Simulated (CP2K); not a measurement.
Runs of CP2K 2026.2 on Sb. It takes space group Fm-3m (No. 225, cubic). Conventional cell: a = 4.742 Å, b = 4.742 Å, c = 4.742 Å, α = 90.00°, β = 90.00°, γ = 90.00°. Around Sb (site symmetry m-3m) lie 12 Sb at 3.35 Å. This isn't the form of Sb at room conditions, which is rhombohedral.

```csv
level,potentials or basis,k mesh,smearing,NGRIDS,potentials,gap on the mesh (eV),pressure (GPa)
PBE,POTENTIAL_UZH Sb GTH-PBE-q5; TZVP-MOLOPT-PBE-GTH basis,10 × 10 × 10,gaussian 0.1 eV,5,Sb GTH-PBE-q5 of POTENTIAL_UZH,none,3.5
LDA,GTH_POTENTIALS Sb GTH-PADE-q5; TZVP-MOLOPT-PBE-GTH basis,10 × 10 × 10,gaussian 0.02 eV,4,Sb GTH-PADE-q5 of GTH_POTENTIALS,none,-1.0
PBE,POTENTIAL_UZH Sb GTH-PBE-q5; TZVP-MOLOPT-PBE-GTH basis,10 × 10 × 10,gaussian 0.05 eV,5,Sb GTH-PBE-q5 of POTENTIAL_UZH,none,3.5
LDA,GTH_POTENTIALS Sb GTH-PADE-q5; TZVP-MOLOPT-PBE-GTH basis,7 × 7 × 7,fermi-dirac 0.1 eV,4,Sb GTH-PADE-q5 of GTH_POTENTIALS,none,(a)
```

Alike in all rows: task single point; no spin polarisation; cell as given.

Task: Estimate the missing entries.

Result: (a) -1.4.

Caveats: the basis of atomic orbitals isn't converged, which shifts pressures, moduli and gaps.

A k mesh can miss the band edges, and the runs leave out spin-orbit coupling on Sb.

A gap of «none» marks a metal or a gap under the smearing width.
